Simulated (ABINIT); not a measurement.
Re:

```
Re
1.0
     2.76639    0.00000    0.00000
    -1.38319    2.39576    0.00000
     0.00000    0.00000    8.93885
Re
4
Direct
  0.66667 0.33333 0.75000
  0.00000 0.00000 0.50000
  0.33333 0.66667 0.25000
  0.00000 0.00000 0.00000
```

Program: ABINIT 10.8.3 (patched build). Alike in all runs: no spin polarisation; cell as given; smearing fermi-dirac 0.05 eV. Hardware: 1 thread of Arm Neoverse V1 (shared host).

Q: Order these runs on this cell by their wall time, lowest first.
A. task single point; level r2SCAN; potentials or basis JTH PAW PBE v2.0; k mesh 7 × 7 × 2; cutoff (eV) 707; fine-grid cutoff 1306.15 eV; mesh quality coarse
B. task single point; level LDA; potentials or basis JTH PAW LDA v2.0; k mesh 7 × 7 × 2; cutoff (eV) 463; fine-grid cutoff 925.187 eV; mesh quality coarse
C. task single point; level PBE; potentials or basis JTH PAW PBE v2.0; k mesh 9 × 9 × 2; cutoff (eV) 599; fine-grid cutoff 1197.3 eV; mesh quality not flagged
D. task band structure; level rPW86PBE; potentials or basis JTH PAW PBE v2.0; k mesh 11 × 11 × 3; cutoff (eV) 599; fine-grid cutoff 1197.3 eV; mesh quality not flagged

A: B (27 s), C (77 s), A (160 s), D (350 s).

Caveats: some runs use coarse meshes.

Not every run made on this cell is shown here.
